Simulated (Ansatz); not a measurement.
# C: the cost of one run

Computed with Ansatz 0.2.0 (DFT PBE+D3(BJ), scalar-relativistic, plane waves, PAW, unless a step's input says otherwise).

5 further runs of the same task are left out: 5 set aside as unsound or not needed.

## 1. Starting point

The structure is hexagonal, space group P6/mmm (No. 191). Conventional cell: a = 2.465 Å, b = 2.465 Å, c = 3.567 Å, α = 90.00°, β = 90.00°, γ = 120.00°. C (site symmetry -6m2) has 3 C at 1.42 Å as nearest neighbours.

Coordinates:

```cif
data_structure
_symmetry_space_group_name_H-M 'P6/mmm'
_symmetry_Int_Tables_number 191
_cell_length_a 2.4647
_cell_length_b 2.4647
_cell_length_c 3.5674
_cell_angle_alpha 90.000
_cell_angle_beta 90.000
_cell_angle_gamma 120.000
_cell_volume 18.77
loop_
_atom_site_label
_atom_site_type_symbol
_atom_site_symmetry_multiplicity
_atom_site_Wyckoff_symbol
_atom_site_fract_x
_atom_site_fract_y
_atom_site_fract_z
_atom_site_occupancy
C1 C 2 c 0.33333 0.66667 0.00000 1
```

It goes back to an entry of the Materials Project, which need not be the stable form.

This cell was relaxed beforehand with the same method: volume 9.38 Å³/atom, gap on the mesh none (metal).

## 2. Zero strain

input.yaml

```yaml
crystal:
  lattice:
    - [2.4647381471, 0.0, 0.0]
    - [-1.2323690736, 2.1345258491, 0.0]
    - [0.0, 0.0, 3.5674263868]
  atoms:
    - { symbol: C, position: [0.3333333333, 0.6666666667, 0.0] }
    - { symbol: C, position: [0.6666666667, 0.3333333333, 0.0] }
basis:
  ecutwfc: 420
kpoints:
  mp_grid: { grid: [24, 24, 14] }
hamiltonian:
  xc: pbe
  dispersion: d3bj
scf:
  occupations: { method: gaussian, width: 0.1 }
output:
  forces: true
  stress: true
  eigenvalues: true
```

Started as:

```bash
> ansatz run input.yaml --threads 1 --pin off --max-ram 2560MiB --backend cpu --events-out ev --progress --plain --runs-dir out
```

What time and memory should one allow on 1 thread of AMD EPYC 7R43 (Zen 3), shared host?

About 4.1 s, with a peak of 0.41 GiB.
